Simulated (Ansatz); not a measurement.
Write the native input for Ansatz 0.2.0 that does the following.

```
Task                : relaxation of cell and atoms
Functional          : LDA
Potentials or basis : Ansatz PAW
Cutoff              : 420 eV (not typed: the program's choice for these potentials)
k mesh              : 7 × 7 × 7
Occupations         : fermi-dirac, width 0.05 eV
Spin                : no spin polarisation
```

Crystal: SnTe.

```
CELL_PARAMETERS angstrom
0.00000 3.15085 3.15085
3.15085 0.00000 3.15085
3.15085 3.15085 0.00000
ATOMIC_POSITIONS crystal
Te 0.50000 0.50000 0.50000
Sn 0.00000 0.00000 0.00000
```

One way to write it, as run:

input.yaml

```yaml
crystal:
  lattice:
    - [0.0, 3.15085, 3.15085]
    - [3.15085, 0.0, 3.15085]
    - [3.15085, 3.15085, 0.0]
  atoms:
    - { symbol: Te, position: [0.5, 0.5, 0.5] }
    - { symbol: Sn, position: [0.0, 0.0, 0.0] }
hamiltonian:
  xc: lda
  pseudopotentials: { kind: paw }
kpoints:
  mp_grid: { grid: [7, 7, 7] }
scf:
  occupations: { method: fermi_dirac, width: 0.05 }
output:
  forces: true
  stress: true
relax:
  f_tol: 0.01
  max_steps: 40
  cell: { stress_tol: 0.05 }
```

Potentials or basis: Ansatz PAW.

Launch:

```sh
$ ansatz run input.yaml --threads 2 --pin off --max-ram 5120MiB --backend cpu --events-out ev --progress --plain --runs-dir out
```

It gave:

```yaml
Relaxed_volume: 30.27 Å³/atom
Relaxed_cell: a = 4.407 Å, b = 4.407 Å, c = 4.407 Å, α = 60.00°, β = 60.00°, γ = 60.00°
Space_group_after_relaxing_to_0.05_Å: Fm-3m (No. 225)
Energy_gained_by_relaxing: 5.2 meV/atom
Ionic_steps: 4
Pressure_after_relaxing: 0.0 GPa
```

Caveat: the plane-wave basis is chosen anew once the cell has moved, so the energies of steps on either side of that aren't comparable; the PAW data sets come from PBE, with cores solved anew for the run's functional, which leaves a small shift of forces and pressure.

It took 5.5 s on 2 threads of Arm Neoverse N1, with other jobs on the host, peak memory 0.31 GiB.
